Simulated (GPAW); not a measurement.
# WC (Fm-3m) in GPAW: a series of runs

The runs below take WC through single point, relaxation of the atoms, with PBE.

Program: GPAW 26.7.0. These are calculated values, not measurements. Logs are shortened: lines on timing, memory, paths and dates and some standing lists are left out, and cuts for length are marked. The log counts tension as positive stress, the text compression.

## (1) The structure

The structure is cubic, space group Fm-3m (No. 225). The conventional cell has a = 4.385 Å, b = 4.385 Å, c = 4.385 Å, α = 90.00°, β = 90.00°, γ = 90.00°. W (site symmetry m-3m) has 6 C at 2.19 Å as nearest neighbours. C (site symmetry m-3m) has 6 W at 2.19 Å as nearest neighbours.

Measurements of this composition are mostly on another form, of space group No. 187.

## (2) Single point, PBE

Contents of run.py:

```python
from ase.dft.bandgap import bandgap
from ase.io import read, write
from ase.units import GPa
from gpaw import GPAW, PW

atoms = read('POSCAR')

calc = GPAW(mode=PW(650),
            xc='PBE',
            kpts={'size': (8, 8, 8), 'gamma': True},
            occupations={'name': 'fermi-dirac', 'width': 0.05},
            nbands=19,
            maxiter=120,
            txt='gpaw.txt')
atoms.calc = calc
energy = atoms.get_potential_energy()
forces = atoms.get_forces()
stress = atoms.get_stress()
calc.write('gs.gpw')
write('result.traj', atoms)
print(f'Energy: {energy:.6f} eV')
print('Forces (eV/A):')
print(forces.round(4))
print('Stress (GPa):', (stress / GPa).round(3))
print('Fermi level:', round(calc.get_fermi_level(), 4), 'eV')
print(f'Gap: {bandgap(calc)[0]:.4f} eV, direct: {bandgap(calc, direct=True)[0]:.4f} eV')
```

Contents of POSCAR:

```
WC
1.0
    0.0000000000      2.1926840000      2.1926840000
    2.1926840000      0.0000000000      2.1926840000
    2.1926840000      2.1926840000      0.0000000000
W C
1 1
Direct
    0.0000000000      0.0000000000      0.0000000000
    0.5000000000      0.5000000000      0.5000000000
```

Potentials or basis: GPAW PAW data sets (gpaw-data 1.2.1), pw.

Launch:

```bash
> OMP_NUM_THREADS=1 python run.py
```

gpaw.txt:

```text
__  _  _
 | _ |_)|_||  |
 |__||  | ||/\| - 26.7.0

Input parameters:
  mode=PW(ecut=650.0),
  kpts=MonkhorstPack(size=(8, 8, 8), gamma=True),
  maxiter=120,
  nbands=19,
  occupations=Occupations(name='fermi-dirac', width=0.05),
  xc=XC(name='PBE')

Diagonalizing LCAO Hamiltonian
Converting LCAO to pw mode

              C

       W

Atoms  # Å, Bohr magnetons
|   | symbol |        x |        y |        z |    initial magnetic moments |
|---|--------|----------|----------|----------|-----------------------------|
| 0 |      W | 0.000000 | 0.000000 | 0.000000 | ( 0.0000,  0.0000,  0.0000) |
| 1 |      C | 2.192684 | 2.192684 | 2.192684 | ( 0.0000,  0.0000,  0.0000) |

Unit cell  # Å
| periodic |        x |        y |        z |  lengths |    angles |
|----------|----------|----------|----------|----------|-----------|
|      yes | 0.000000 | 2.192684 | 2.192684 | 3.100923 | 60.000000 |
|      yes | 2.192684 | 0.000000 | 2.192684 | 3.100923 | 60.000000 |
|      yes | 2.192684 | 2.192684 | 0.000000 | 3.100923 | 60.000000 |

Number of symmetries: 48
Symmetry operations  # r_c * U_cc + t_c -> r_c
|    | kind |            matrix            |
|----|------|------------------------------|
|  0 |  σ   |  1, 0, 0,  1, 0,-1,  1,-1, 0 |
|  1 |  C2  |  1, 0, 0,  1,-1, 0,  1, 0,-1 |
|  2 |  E   |  1, 0, 0,  0, 1, 0,  0, 0, 1 |
|  3 |  σ   |  1, 0, 0,  0, 0, 1,  0, 1, 0 |
|  4 |  C4  |  1, 0,-1,  1, 0, 0,  1,-1, 0 |
|  5 |  S6  |  1, 0,-1,  1,-1, 0,  1, 0, 0 |
|  6 |  σ   |  1, 0,-1,  0, 1,-1,  0, 0,-1 |
|  7 |  C3  |  1, 0,-1,  0, 0,-1,  0, 1,-1 |
|  8 |  S6  |  1,-1, 0,  1, 0, 0,  1, 0,-1 |
|  9 |  C4  |  1,-1, 0,  1, 0,-1,  1, 0, 0 |
| 10 |  C3  |  1,-1, 0,  0,-1, 1,  0,-1, 0 |
| 11 |  σ   |  1,-1, 0,  0,-1, 0,  0,-1, 1 |
| 12 |  σ   |  0, 1, 0,  1, 0, 0,  0, 0, 1 |
| 13 |  C4  |  0, 1, 0,  0, 1,-1, -1, 1, 0 |
| 14 |  C3  |  0, 1, 0,  0, 0, 1,  1, 0, 0 |
| 15 |  S6  |  0, 1, 0, -1, 1, 0,  0, 1,-1 |
| 16 |  C2  |  0, 1,-1,  1, 0,-1,  0, 0,-1 |
| 17 |  σ   |  0, 1,-1,  0, 1, 0, -1, 1, 0 |
| 18 |  S4  |  0, 1,-1,  0, 0,-1,  1, 0,-1 |
| 19 |  C4  |  0, 1,-1, -1, 1, 0,  0, 1, 0 |
| 20 |  C3  |  0, 0, 1,  1, 0, 0,  0, 1, 0 |
| 21 |  σ   |  0, 0, 1,  0, 1, 0,  1, 0, 0 |
| 22 |  S6  |  0, 0, 1,  0,-1, 1, -1, 0, 1 |
| 23 |  C4  |  0, 0, 1, -1, 0, 1,  0,-1, 1 |
| 24 |  S4  |  0, 0,-1,  1, 0,-1,  0, 1,-1 |
| 25 |  C3  |  0, 0,-1,  0, 1,-1,  1, 0,-1 |
| 26 |  C2  |  0, 0,-1,  0,-1, 0, -1, 0, 0 |
| 27 |  S6  |  0, 0,-1, -1, 0, 0,  0,-1, 0 |
| 28 |  S4  |  0,-1, 1,  1,-1, 0,  0,-1, 0 |
| 29 |  C4  |  0,-1, 1,  0, 0, 1, -1, 0, 1 |
| 30 |  C2  |  0,-1, 1,  0,-1, 0,  1,-1, 0 |
| 31 |  σ   |  0,-1, 1, -1, 0, 1,  0, 0, 1 |
| 32 |  C3  |  0,-1, 0,  1,-1, 0,  0,-1, 1 |
| 33 |  S6  |  0,-1, 0,  0, 0,-1, -1, 0, 0 |
| 34 |  S4  |  0,-1, 0,  0,-1, 1,  1,-1, 0 |
| 35 |  C2  |  0,-1, 0, -1, 0, 0,  0, 0,-1 |
| 36 |  C2  | -1, 1, 0,  0, 1, 0,  0, 1,-1 |
| 37 |  S6  | -1, 1, 0,  0, 1,-1,  0, 1, 0 |
| 38 |  S4  | -1, 1, 0, -1, 0, 1, -1, 0, 0 |
| 39 |  C3  | -1, 1, 0, -1, 0, 0, -1, 0, 1 |
| 40 |  S6  | -1, 0, 1,  0, 0, 1,  0,-1, 1 |
| 41 |  C2  | -1, 0, 1,  0,-1, 1,  0, 0, 1 |
| 42 |  C3  | -1, 0, 1, -1, 1, 0, -1, 0, 0 |
| 43 |  S4  | -1, 0, 1, -1, 0, 0, -1, 1, 0 |
| 44 |  C2  | -1, 0, 0,  0, 0,-1,  0,-1, 0 |
| 45 |  i   | -1, 0, 0,  0,-1, 0,  0, 0,-1 |
| 46 |  σ   | -1, 0, 0, -1, 1, 0, -1, 0, 1 |
| 47 |  C2  | -1, 0, 0, -1, 0, 1, -1, 1, 0 |

BZ-sampling:
  Number of BZ points: 512
  Number of IBZ points: 29

  Monkhorst-Pack size: [8, 8, 8]
  Monkhorst-Pack shift: [0.0625, 0.0625, 0.0625]

K-points  # in reciprocal-cell coordinates
|     |                                coordinates |     weight |
|-----|--------------------------------------------|------------|
|   0 | (  0.00000000,   0.00000000,   0.00000000) | 0.00195312 |
|   1 | (  0.12500000,   0.12500000,   0.00000000) | 0.01171875 |
|   2 | (  0.12500000,   0.12500000,   0.12500000) | 0.01562500 |
|   3 | (  0.25000000,   0.12500000,   0.12500000) | 0.02343750 |
|   4 | (  0.25000000,   0.25000000,   0.00000000) | 0.01171875 |
|   5 | (  0.25000000,   0.25000000,   0.12500000) | 0.04687500 |
|   6 | (  0.25000000,   0.25000000,   0.25000000) | 0.01562500 |
|   7 | (  0.37500000,   0.25000000,  -0.37500000) | 0.04687500 |
|   8 | (  0.37500000,   0.25000000,   0.12500000) | 0.04687500 |
|   9 | (  0.37500000,   0.25000000,   0.25000000) | 0.04687500 |
| ... |                                            |            |
|  28 | (  0.50000000,   0.50000000,   0.50000000) | 0.00781250 |

Plane wave coefficients: 821
Cutoff: 650.0 eV

Spin-components: 1 (collinear spins)
Bands:           19
Projectors:      11
Spin-degeneracy: 2
Datatype:        complex128

Parallelization:
  kpt:    1
  domain: 1
  band:   1

Density:
  Valence electrons: 18.0
  Components: 1
  Grid points: [20 20 20]
  Charge: 0.0  # |e|

Potential:
  Grid points: [20 20 20]

species:
  W:
    name:    Tungsten
    Z:       74.0
    valence: 14
    core:    60
    charge:  0.0  # [|e|]
    compensation charges:
      type: gauss
      rc: 0.40  # [Å]
      lmax: 2
    cutoffs:
      filter: 2.36  # [Å]
      core: 3.02  # [Å]
    projectors
    | kind |    occ | energy [eV] | rcut [Å] |
    |------|--------|-------------|----------|
    |   5s |  2.000 |     -78.830 |    1.344 |
    |   6s |  2.000 |      -5.697 |    1.344 |
    |   5p |  6.000 |     -43.233 |    1.355 |
    |   6p |  0.000 |      -1.367 |    1.355 |
    |   5d |  4.000 |      -4.494 |    1.228 |
    |    d |        |      22.717 |    1.228 |

    Using partial waves for W as LCAO basis

  C:
    name:    Carbon
    Z:       6.0
    valence: 4
    core:    2
    charge:  0.0  # [|e|]
    compensation charges:
      type: gauss
      rc: 0.20  # [Å]
      lmax: 2
    cutoffs:
      filter: 1.14  # [Å]
      core: 1.14  # [Å]
    projectors
    | kind |    occ | energy [eV] | rcut [Å] |
    |------|--------|-------------|----------|
    |   2s |  2.000 |     -13.751 |    0.635 |
    |   2p |  2.000 |      -5.284 |    0.635 |
    |    s |        |      13.461 |    0.635 |
    |    p |        |      21.927 |    0.635 |
    |    d |        |       0.000 |    0.635 |

    Using partial waves for C as LCAO basis

Reference energy: -439799.299771  # eV

eigensolver:
  PPCG
  Converge bands: occupied
  niter=2

density mixing:
  MSR1-Mixer
  Pratt-step length: 0.05
  Maximum mixing coefficient: 0.75
  Old densities: 10
  SVD Regularization: 0.005
  Good broyden scale: 1.0
  Trust region scale: 1.0
  Backstep threshold: 4.0
  History deletion threshold: 6.0
  Fourier metric: weight=20.0, sigma=0.015

occupation numbers:
  Fermi-Dirac:
    width: 0.0500  # eV

poisson solver:
  ecut: 5200.0  # eV

xc functional:
  name: PBE with 2 nearest neighbor stencil

convergence criteria:
- Maximum [total energy] change in last 3 cyles: 0.0005 eV / valence electron
- Maximum integral of absolute [dens]ity change: 0.0001 electrons / valence electron
- Maximum integral of absolute [eigenst]ate change: 4e-08 eV^2 / valence electron
maximum number of iterations: 120

SCF iterations
|iter     | |      energy | eigst |  dens |
|---------|-|-------------|-------|-------|
|iter:   1| |  -22.062312 | +0.07 |       |
|iter:   2| |  -21.479440 | -2.60 | -0.89 |
|iter:   3| |  -20.189514 | -1.60 | -0.96 |
|iter:   4| |  -20.198997 | -3.65 | -1.74 |
|iter:   5| |  -20.207384 | -3.87 | -1.95 |
|iter:   6| |  -20.207336c| -5.88 | -3.09 |
|iter:   7| |  -20.207337c| -7.38 | -3.87 |
|iter:   8| |  -20.207337c| -7.96c| -4.26c|

Converged in 8 steps
Energy contributions relative to reference atoms: (reference = -439799.299771)

Energy contributions:
  Kinetic:          11.657414
  Coulomb:         -12.879296
  Zero:              0.042337
  External:          0.000000
  Xc:              -19.021028
  Entropy:          -0.013529
  Spinorbit:         0.000000
  ----------------------------
  Free energy:     -20.214101
  Extrapolated:    -20.207337

dipole moment: (-16.314808, -16.314808, -16.314808)  # |e|*Ang

Fermi level: 15.537
Eigenvalues  # (at kpt = [0.000, 0.000, 0.000])
| band index |      eig [eV] | occ [0-2] |
|------------|---------------|-----------|
|          0 |       -59.812 |     2.000 |
|        ... |               |           |
|          5 |        12.671 |     2.000 |
|          6 |        12.671 |     2.000 |
|          7 |        12.671 |     2.000 |
|          8 |        14.356 |     2.000 |
|          9 |        14.356 |     2.000 |
|         10 |        14.356 |     2.000 |
|         11 |        14.467 |     2.000 |
|         12 |        14.467 |     2.000 |
|         13 |        21.881 |     0.000 |
|         14 |        25.196 |     0.000 |
|         15 |        38.496 |     0.000 |
|         16 |        38.496 |     0.000 |
|         17 |        38.496 |     0.000 |
|         18 |        41.344 |     0.000 |

No gap
No difference between direct/indirect transitions

Forces  # eV/Ang
|       x |        y |       z |
|---------|----------|---------|
| 0.00000 | -0.00000 | 0.00000 |  # W    0
| 0.00000 | -0.00000 | 0.00000 |  # C    1

Stress tensor  # eV/Ang^3
|         x |         y |         z |
|-----------|-----------|-----------|
|  0.007453 | -0.000000 | -0.000000 |
| -0.000000 |  0.007453 |  0.000000 |
| -0.000000 |  0.000000 |  0.007453 |

# Writing to gs.gpw (mode='')
```

Wall time 7.9 s (1 thread of AMD EPYC 7R43 (Zen 3), shared host); peak memory 0.15 GiB.

What came out:

```
Free energy            : -20.2141 eV
Pressure               : -1.2 GPa
Band gap on the k mesh : none (metal or under the smearing width)
```

Levels at points of the mesh, in eV from the Fermi level:
```csv
k point,band 5,band 6,band 7,band 8,band 9,band 10,band 11,band 12,band 13,band 14
"(0.00, 0.00, 0.00)",-15.90,-2.87,-2.87,-2.87,-1.18,-1.18,-1.18,-1.07,-1.07,6.34
"(0.50, 0.50, 0.00)",-13.68,-5.87,-5.72,-2.62,-2.62,0.74,2.14,2.14,5.35,7.16
"(0.50, 0.50, 0.50)",-11.34,-9.88,-6.68,-6.68,0.92,0.92,2.21,4.82,8.64,8.64
```

Caveat: the cutoff is short for stress and forces, so pressures can be off by a GPa or more.

## (3) Relaxation of the atoms, PBE (strain = -0.01)

Contents of run.py:

```python
from ase.io import read, write
from ase.optimize import BFGS
from gpaw import GPAW, PW

atoms = read('WC.xyz')

calc = GPAW(mode=PW(800),
            xc='PBE',
            kpts={'size': (10, 10, 10), 'gamma': True},
            occupations={'name': 'fermi-dirac', 'width': 0.05},
            nbands=19,
            convergence={'density': 1e-05, 'forces': 0.0001},
            maxiter=150,
            txt='gpaw.txt')
atoms.calc = calc
opt = BFGS(atoms, trajectory='relax.traj', logfile='-')
done = opt.run(fmax=0.02, steps=60)
calc.write('gs.gpw')
write('result.traj', atoms)
print('Converged:', done)
print('Cell:', atoms.cell.cellpar().round(4))
print('Volume:', round(atoms.get_volume(), 4))
print(atoms.get_scaled_positions().round(5))
```

Contents of WC.xyz:

```xyz
2
Lattice="0.0000000000 2.1926840000 2.1926840000 2.1707571600 0.0000000000 2.1926840000 2.1707571600 2.1926840000 0.0000000000" Properties=species:S:1:pos:R:3 pbc="T T T"
W      0.0000000000      0.0000000000      0.0000000000
C      2.1707571600      2.1926840000      2.1926840000
```

Potentials or basis: GPAW PAW data sets (gpaw-data 1.2.1), pw.

Launch:

```bash
> OMP_NUM_THREADS=1 python run.py
```

gpaw.txt:

```text
__  _  _
 | _ |_)|_||  |
 |__||  | ||/\| - 26.7.0

Input parameters:
  mode=PW(ecut=800.0),
  convergence={'density': 1e-05, 'forces': 0.0001},
  kpts=MonkhorstPack(size=(10, 10, 10), gamma=True),
  maxiter=150,
  nbands=19,
  occupations=Occupations(name='fermi-dirac', width=0.05),
  xc=XC(name='PBE')

Diagonalizing LCAO Hamiltonian
Converting LCAO to pw mode

              C

       W

Atoms  # Å, Bohr magnetons
|   | symbol |        x |        y |        z |    initial magnetic moments |
|---|--------|----------|----------|----------|-----------------------------|
| 0 |      W | 0.000000 | 0.000000 | 0.000000 | ( 0.0000,  0.0000,  0.0000) |
| 1 |      C | 2.170757 | 2.192684 | 2.192684 | ( 0.0000,  0.0000,  0.0000) |

Unit cell  # Å
| periodic |        x |        y |        z |  lengths |    angles |
|----------|----------|----------|----------|----------|-----------|
|      yes | 0.000000 | 2.192684 | 2.192684 | 3.100923 | 60.331898 |
|      yes | 2.170757 | 0.000000 | 2.192684 | 3.085458 | 59.834051 |
|      yes | 2.170757 | 2.192684 | 0.000000 | 3.085458 | 59.834051 |

Number of symmetries: 16
Symmetry operations  # r_c * U_cc + t_c -> r_c
|    | kind |            matrix            |
|----|------|------------------------------|
|  0 |  σ   |  1, 0, 0,  1, 0,-1,  1,-1, 0 |
|  1 |  C2  |  1, 0, 0,  1,-1, 0,  1, 0,-1 |
|  2 |  E   |  1, 0, 0,  0, 1, 0,  0, 0, 1 |
|  3 |  σ   |  1, 0, 0,  0, 0, 1,  0, 1, 0 |
|  4 |  C2  |  0, 1,-1,  1, 0,-1,  0, 0,-1 |
|  5 |  σ   |  0, 1,-1,  0, 1, 0, -1, 1, 0 |
|  6 |  S4  |  0, 1,-1,  0, 0,-1,  1, 0,-1 |
|  7 |  C4  |  0, 1,-1, -1, 1, 0,  0, 1, 0 |
[... 139 lines left out ...]
- Maximum integral of absolute [eigenst]ate change: 4e-08 eV^2 / valence electron
maximum number of iterations: 150

SCF iterations
|iter     | |      energy | eigst |  dens |force |
|---------|-|-------------|-------|-------|------|
|iter:   1| |  -22.110382 | +0.09 |       |      |
|iter:   2| |  -21.523346 | -2.57 | -0.89 |      |
|iter:   3| |  -20.228436 | -1.52 | -0.95 |      |
|iter:   4| |  -20.232766 | -3.36 | -1.73 |      |
|iter:   5| |  -20.241448 | -3.79 | -1.96 |      |
|iter:   6| |  -20.241370c| -5.90 | -3.09 |      |
|iter:   7| |  -20.241370c| -7.43c| -3.85 |      |
|iter:   8| |  -20.241370c| -7.90c| -4.28 |      |
|iter:   9| |  -20.241370c| -9.10c| -5.37c|      |
|iter:  10| |  -20.241370c|-10.10c| -5.96c|-24.73c|

Converged in 10 steps
Energy contributions relative to reference atoms: (reference = -439799.299771)

Energy contributions:
  Kinetic:          13.521510
  Coulomb:         -14.444672
  Zero:              0.046607
  External:          0.000000
  Xc:              -19.361681
  Entropy:          -0.006267
  Spinorbit:         0.000000
  ----------------------------
  Free energy:     -20.244504
  Extrapolated:    -20.241370

dipole moment: (-16.150135, -16.313268, -16.313268)  # |e|*Ang

Fermi level: 15.642
Eigenvalues  # (at kpt = [0.000, 0.000, 0.000])
| band index |      eig [eV] | occ [0-2] |
|------------|---------------|-----------|
|          0 |       -59.619 |     2.000 |
|        ... |               |           |
|          5 |        12.778 |     2.000 |
|          6 |        12.778 |     2.000 |
|          7 |        12.899 |     2.000 |
|          8 |        14.503 |     2.000 |
|          9 |        14.503 |     2.000 |
|         10 |        14.551 |     2.000 |
|         11 |        14.583 |     2.000 |
|         12 |        14.698 |     2.000 |
|         13 |        22.182 |     0.000 |
|         14 |        25.375 |     0.000 |
|         15 |        38.682 |     0.000 |
|         16 |        38.953 |     0.000 |
|         17 |        38.953 |     0.000 |
|         18 |        41.606 |     0.000 |

No gap
No difference between direct/indirect transitions

Forces  # eV/Ang
|       x |       y |       z |
|---------|---------|---------|
| 0.00000 | 0.00000 | 0.00000 |  # W    0
| 0.00000 | 0.00000 | 0.00000 |  # C    1

# Writing to gs.gpw (mode='')
```

Run time: 40 s. Hardware: 1 thread of Arm Neoverse V2, shared host; peak memory 0.19 GiB.

Results:

- Free energy: -20.2445 eV
- Band gap on the k mesh: none (metal or under the smearing width)

Final structure:
```
CELL_PARAMETERS angstrom
0.00000 2.19268 2.19268
2.17076 0.00000 2.19268
2.17076 2.19268 0.00000
ATOMIC_POSITIONS crystal
W 0.00000 0.00000 0.00000
C 0.50000 0.50000 0.50000
```

Caveat: the density grid can change from cell to cell, which puts small steps into energies and stress; the relaxation stopped at its first step, so nothing moved; later steps reuse the first step's grids.

## (4) The reference run

An earlier run on the cell as given: functional PBEsol; potentials or basis PAW data sets generated in the run's folder for this functional; cutoff 800 eV; basis pw; k mesh 10 × 10 × 10; occupations fermi-dirac, width 0.05 eV; no spin polarisation.

- Pressure: -10.8 GPa
- Band gap on the k mesh: none (metal or under the smearing width)

## (5) The runs side by side

```tsv
task	level	potentials or basis	cell	k mesh	cutoff (eV)	maxiter	convergence	optimizer	fmax	max steps	gap on the mesh (eV)	pressure (GPa)
single point	PBE	GPAW PAW data sets (gpaw-data 1.2.1), pw	as given	8 × 8 × 8	650	120	default	-	-	-	none	-1.2
relaxation of the atoms	PBE	GPAW PAW data sets (gpaw-data 1.2.1), pw	atoms relaxed from: strain = -0.01	10 × 10 × 10	800	150	density=1e-05 forces=0.0001	BFGS	0.02 eV/Å	60	none	-
single point	PBEsol	PAW data sets generated in the run's folder for this functional, pw	as given	10 × 10 × 10	800	150	-	-	-	-	none	-10.8
```

Alike in all rows: no spin polarisation; smearing fermi-dirac 0.05 eV.

Caveats: the cutoff is short for stress and forces, so pressures can be off by a GPa or more (some runs); the density grid can change from cell to cell, which puts small steps into energies and stress (some runs); the relaxation stopped at its first step, so nothing moved (some runs); later steps reuse the first step's grids (some runs).

Total energies depend on the potentials used, so only differences within one code and one set of settings carry meaning.
